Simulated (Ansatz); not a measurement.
Relaxed bulk C:

```cif
data_structure
_symmetry_space_group_name_H-M 'P6_3/mmc'
_symmetry_Int_Tables_number 194
_cell_length_a 2.4988
_cell_length_b 2.4988
_cell_length_c 4.1608
_cell_angle_alpha 90.000
_cell_angle_beta 90.000
_cell_angle_gamma 120.000
_cell_volume 22.50
loop_
_atom_site_label
_atom_site_type_symbol
_atom_site_symmetry_multiplicity
_atom_site_Wyckoff_symbol
_atom_site_fract_x
_atom_site_fract_y
_atom_site_fract_z
_atom_site_occupancy
C1 C 4 f 0.33333 0.66667 0.06280 1
```

Miller indices refer to the conventional cell of P6_3/mmc (No. 194), a = 2.499 Å, b = 2.499 Å, c = 4.161 Å, α = 90.00°, β = 90.00°, γ = 120.00°. The bulk's gap is 3.05 eV.

The (101) slab of 24 planes, 10.6 Å thick with 15 Å of vacuum as cut; outer planes C (top) and C (bottom).

Theory: DFT PBEsol, scalar-relativistic, plane waves, PAW (Ansatz 0.2.0). Settings: cutoff 420 eV, Γ-centred mesh 11×6×1 on the computed 24-atom cell, Gaussian smearing of 0.05 eV; no spin polarisation. A dipole correction removes the field between periodic images along c.

This cut of an insulator is polar or leaves open shells, so the slab is metallic here; real surfaces compensate by reconstruction or adsorbates.

Results for the relaxed slab:

- Surface energy (mean of both faces): 7.27 J/m²
- Gap of the slab on the mesh: none (metal or semimetal)
- Work function: 5.98 eV

Relaxation lowers the energy by 0.973 J/m² a face; the largest move is 0.199 Å.

```tsv
plane (bottom to top)	atoms	spacing to next, bulk (Å)	relaxed (Å)	change (%)
1	C	0.320	0.491	+53.4
2	C	0.399	0.082	-79.5
3	C	0.320	0.423	+32.2
4	C	0.881	0.904	+2.6
5	C	0.320	0.336	+5.0
6	C	0.399	0.364	-8.8
7	C	0.320	0.334	+4.4
8	C	0.881	0.881	0.0
9	C	0.320	0.321	+0.3
10	C	0.399	0.395	-0.9
11	C	0.320	0.323	+0.8
12	C	0.881	0.881	-0.1
13	C	0.320	0.323	+0.8
14	C	0.399	0.395	-0.9
15	C	0.320	0.321	+0.3
16	C	0.881	0.881	0.0
17	C	0.320	0.334	+4.4
18	C	0.399	0.364	-8.8
19	C	0.320	0.336	+5.0
20	C	0.881	0.904	+2.6
21	C	0.320	0.423	+32.2
22	C	0.399	0.082	-79.5
23	C	0.320	0.491	+53.4
24	C
```